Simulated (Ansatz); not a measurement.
CoO, DFT, PBEsol, all-electron LAPW, scalar-relativistic (Ansatz 0.2.0), run on 1 thread of Intel(R) Xeon(R) Platinum 8488C (Sapphire Rapids) on a shared host.

The geometry is COD entry 1533087, unchecked; take it as a test cell. The listed cell was then made from it by scaling, straining or moving an atom.

Command: `ansatz run input.yaml --threads 1 --pin off --max-ram 3072MiB --backend cpu --events-out ev --progress --plain --runs-dir out`

```yaml
crystal:
  lattice:
    - [0.0, 2.1315, 2.152815]
    - [2.1315, 0.0, 2.152815]
    - [2.1315, 2.1315, 0.0]
  atoms:
    - { symbol: Co, position: [0.0, 0.0, 0.0], spin: 2.0 }
    - { symbol: O, position: [0.5, 0.5, 0.5] }
magnetization:
  spin_polarized: true
kpoints:
  mp_grid: { grid: [16, 16, 16] }
  band_path:
    path:
      - [0.0, 0.0, 0.0]
      - [0.0, 0.5, 0.5]
      - [0.25, 0.75, 0.5]
      - [0.0, 0.5, 0.0]
      - [0.0, 0.0, 0.0]
      - [0.5, 0.5, 0.0]
      - [0.3725370062, 0.6274629938, 0.0]
      - [-0.3725370062, 0.3725370062, 0.0]
      - [0.0, 0.0, 0.0]
    npoints: 5
scf:
  occupations: { method: fermi_dirac, width: 0.05 }
hamiltonian:
  xc: pbesol
  pseudopotentials: { kind: all_electron, lapw: { basis_error: 0.0005 } }
output:
  forces: true
  stress: true
  eigenvalues: true
```

Problem. How large is the problem that the program sets up?

Solution. 349 irreducible k-points, 331 plane waves at Γ, 18 bands.

Problem. Estimate the wall time and the peak memory.

Solution. 2.1 min of wall time for 13 SCF iterations, with a peak of 1.2 GiB. Times on shared machines scatter by tens of per cent.
